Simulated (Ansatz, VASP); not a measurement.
CsI in VASP and in Ansatz

```
CELL_PARAMETERS angstrom
4.60808 0.00000 0.00000
0.00000 4.60808 0.00000
0.00000 0.00000 4.60808
ATOMIC_POSITIONS crystal
Cs 0.00000 0.00000 0.00000
I 0.50000 0.50000 0.50000
```

Alike in both runs: task single point; functional PBE; k mesh 4 × 4 × 4; no spin polarisation.

|  | VASP | Ansatz |
| --- | --- | --- |
| version | VASP 6.6.1 | Ansatz 0.2.0 |
| potentials or method | VASP PAW PBE potentials, release 64 (Cs_sv, I) | plane waves, PAW |
| plane-wave cutoff (eV) | 520 | 420 |
| occupations | gaussian, width 0.01 eV | fixed |
| valence electrons in the cell | 16 | 26 |

```csv
,VASP,Ansatz,Ansatz less VASP
gap on the k mesh at the Fermi level (eV),3.79,3.80,+0.013
pressure (GPa),0.5,0.4,-0.03
```

The two sets of potentials don't hold the same shells in valence.

Caveats: spin-orbit coupling is left out, which moves the levels of the heavy elements. A k mesh can miss the band edges.
